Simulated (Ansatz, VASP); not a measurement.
Two plane-wave programs on Pd

File INCAR:

```
SYSTEM = Pd
ALGO = Normal
EDIFF = 1E-7
ENCUT = 520
GGA = PS
ISIF = 2
ISMEAR = -1
LASPH = .True.
LCHARG = .False.
LREAL = .False.
LWAVE = .False.
NBANDS = 11
NELM = 80
PREC = Accurate
SIGMA = 0.1
```

Contents of KPOINTS:

```
k-points
0
Gamma
  12 12 12
  0 0 0
```

File POSCAR:

```
Pd
1.0
    0.0000000000      1.9334358480      1.9334358480
    1.9334358480      0.0000000000      1.9334358480
    1.9334358480      1.9334358480      0.0000000000
Pd
1
Direct
    0.0000000000      0.0000000000      0.0000000000
```

Input for Ansatz:

```yaml
crystal:
  lattice:
    - [0.0, 1.9334358479802465, 1.9334358479802465]
    - [1.9334358479802465, 0.0, 1.9334358479802465]
    - [1.9334358479802465, 1.9334358479802465, 0.0]
  atoms:
    - { symbol: Pd, position: [0.0, 0.0, 0.0] }
basis:
  ecutwfc: 500.0
kpoints:
  mp_grid:
    grid: [12, 12, 12]
hamiltonian:
  xc: pbesol
scf:
  occupations:
    method: fermi_dirac
    width: 0.1
output:
  stress: true
```

Alike in both runs: task single point; functional PBEsol; k mesh 12 × 12 × 12; occupations fermi-dirac, width 0.1 eV; no spin polarisation.

|  | VASP | Ansatz |
| --- | --- | --- |
| version | VASP 6.6.1 | Ansatz 0.2.0 |
| potentials or method | VASP PAW PBE potentials, release 64 (Pd) | plane waves, PAW |
| plane-wave cutoff (eV) | 520 | 500 |
| valence electrons in the cell | 10 | 18 |

```csv
,VASP,Ansatz,Ansatz less VASP
pressure (GPa),1.1,1.5,+0.33
```

The two sets of potentials don't hold the same shells in valence.

Caveats: the PAW data sets were made with another functional, which shifts forces and pressure a little (VASP).
